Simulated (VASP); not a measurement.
Input of a VASP 6.6.1 run:

File POSCAR:

```
NaCl                                    
1.0
   -0.0000000000      2.8482305685      2.8482305685
    2.8482305685      0.0000000000      2.8482305685
    2.8482305685      2.8482305685     -0.0000000000
  Na              Cl            
     1     1
Direct
     1.0000000000000000    0.0000000000000000    0.0000000000000000
     0.5000000000000000    0.5000000000000000    0.5000000000000000
```

Contents of INCAR.step1:

```
  PREC = Accurate
  ENCUT = 520
  EDIFF = 1E-5
  ISMEAR = 0
  SIGMA = 0.02
  LREAL = F
  LASPH = T
  NELM = 60
  ALGO = Normal
  ISIF = 2
  LWAVE = T
  LCHARG = F
  GGA = PE
  KPAR = 4
```

INCAR.step2

```
  PREC = Accurate
  ENCUT = 520
  EDIFF = 1E-6
  ISMEAR = 0
  SIGMA = 0.02
  LREAL = F
  LASPH = T
  NELM = 60
  ALGO = Normal
  ISIF = 2
  LWAVE = F
  LCHARG = F
  GGA = PE
  LHFCALC = T
  HFSCREEN = 0.2
  PRECFOCK = Fast
  ISTART = 1
  KPAR = 4
```

KPOINTS

```
Automatic mesh
0
Gamma
  6 6 6
```

The input KPOINTS_OPT:

```
path GXWKGLUWLK,UX
10
line-mode
reciprocal
 0.0000000000  0.0000000000  0.0000000000  G
 0.5000000000  0.0000000000  0.5000000000  X

 0.5000000000  0.0000000000  0.5000000000  X
 0.5000000000  0.2500000000  0.7500000000  W

 0.5000000000  0.2500000000  0.7500000000  W
 0.3750000000  0.3750000000  0.7500000000  K

 0.3750000000  0.3750000000  0.7500000000  K
 0.0000000000  0.0000000000  0.0000000000  G

 0.0000000000  0.0000000000  0.0000000000  G
 0.5000000000  0.5000000000  0.5000000000  L

 0.5000000000  0.5000000000  0.5000000000  L
 0.6250000000  0.2500000000  0.6250000000  U

 0.6250000000  0.2500000000  0.6250000000  U
 0.5000000000  0.2500000000  0.7500000000  W

 0.5000000000  0.2500000000  0.7500000000  W
 0.5000000000  0.5000000000  0.5000000000  L

 0.5000000000  0.5000000000  0.5000000000  L
 0.3750000000  0.3750000000  0.7500000000  K

 0.6250000000  0.2500000000  0.6250000000  U
 0.5000000000  0.0000000000  0.5000000000  X
```

Potentials or basis: VASP PAW PBE potentials, release 64 (Na_pv, Cl).

Command:

```console
$ cat potpaw_PBE.64/Na_pv/POTCAR potpaw_PBE.64/Cl/POTCAR > POTCAR
$ cp INCAR.step1 INCAR
$ mpirun -np 4 vasp_std > vasp.out
$ cp INCAR.step2 INCAR
$ mpirun -np 4 vasp_std > vasp.out
```

What does it give for the pressure?

-0.5 GPa.

Predict the band gap on the k mesh.

6.37 eV, direct.

Levels at the corners of the path, in eV from the valence-band top:
```
point  band 3  band 4  band 5  band 6  band 7  band 8  band 9  band 10  band 11
    Γ  -22.95  -13.78    0.00    0.00    0.00    6.37   12.60    12.60    12.60
    X  -22.95  -13.40   -1.70   -0.61   -0.61    8.92    9.45    12.69    16.22
    X  -22.95  -13.40   -1.70   -0.61   -0.61    8.92    9.45    12.69    16.22
    W  -22.96  -13.38   -1.21   -1.21   -0.76   10.23   11.07    11.07    12.79
    W  -22.96  -13.38   -1.21   -1.21   -0.76   10.23   11.07    11.07    12.79
    K  -22.95  -13.39   -1.43   -1.13   -0.51    9.62   10.41    11.93    14.30
    K  -22.95  -13.39   -1.43   -1.13   -0.51    9.62   10.41    11.93    14.31
    Γ  -22.95  -13.78    0.00    0.00    0.00    6.37   12.60    12.60    12.60
    Γ  -22.95  -13.78    0.00    0.00    0.00    6.37   12.60    12.60    12.60
    L  -22.95  -13.45   -1.95   -0.27   -0.27    8.59   12.01    12.44    12.44
    L  -22.95  -13.45   -1.95   -0.27   -0.27    8.59   12.01    12.44    12.44
    U  -22.95  -13.39   -1.43   -1.13   -0.51    9.62   10.41    11.93    14.30
    U  -22.95  -13.39   -1.43   -1.13   -0.51    9.62   10.41    11.93    14.30
    W  -22.96  -13.38   -1.21   -1.21   -0.76   10.23   11.07    11.07    12.79
    W  -22.96  -13.38   -1.21   -1.21   -0.76   10.23   11.07    11.07    12.79
    L  -22.95  -13.45   -1.95   -0.27   -0.27    8.59   12.01    12.44    12.44
    L  -22.95  -13.45   -1.95   -0.27   -0.27    8.59   12.01    12.44    12.44
    K  -22.95  -13.39   -1.43   -1.13   -0.51    9.62   10.41    11.93    14.30
    U  -22.95  -13.39   -1.43   -1.13   -0.51    9.62   10.41    11.93    14.30
    X  -22.95  -13.40   -1.70   -0.61   -0.61    8.92    9.45    12.69    16.22
```

Caveat: the PAW data sets were made with another functional, which shifts forces and pressure a little.
